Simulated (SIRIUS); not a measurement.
## Rh: equation of state with LDA

**What was measured.**

From “Thermal equation of state of rhodium characterized by XRD in a resistively heated diamond anvil cell”, 2024, pmc:11535440, for a bulk crystal of Rh: bulk modulus 264 ± 1 GPa.

Crystal: Rh.

```
CELL_PARAMETERS angstrom
0.00000 1.89785 1.89785
1.89785 0.00000 1.89785
1.89785 1.89785 0.00000
ATOMIC_POSITIONS crystal
Rh 0.00000 0.00000 0.00000
```

```yaml
Program: SIRIUS 7.12.0
Task: equation of state
Functional: LDA
Potentials_or_basis: all-electron FP-LAPW
Cutoff: 177 eV
Basis: apw+lo standard
k_mesh: 12 × 12 × 12
Occupations: fermi-dirac, width 0.05 eV
Spin: no spin polarisation
```

- Equilibrium volume: 13.20 Å³/atom
- Bulk modulus: 326 GPa
- Pressure derivative of the bulk modulus: 5.8 (rough: it moves with the points fitted)

Energy against volume, from the lowest point:
```
volume (Å³/atom)  energy (meV/atom)
          12.851               9.65
          13.125               0.00
          13.398               2.50
          13.671              15.46
          13.945              37.43
          14.218              67.00
          14.492             103.80
```

All runs of the series together: 2.2 min on 1 thread of Arm Neoverse V2, with other jobs on the host.

Against the measured bulk modulus of Rh, 264 GPa (quoted in “Thermal equation of state of rhodium characterized by XRD in a resistively heated diamond anvil cell”, 2024, pmc:11535440), the calculated 326 GPa is off by +23.6 %. The fit is for a static lattice scaled at fixed shape and fixed fractional positions.

LDA usually gives volumes a few per cent too small.
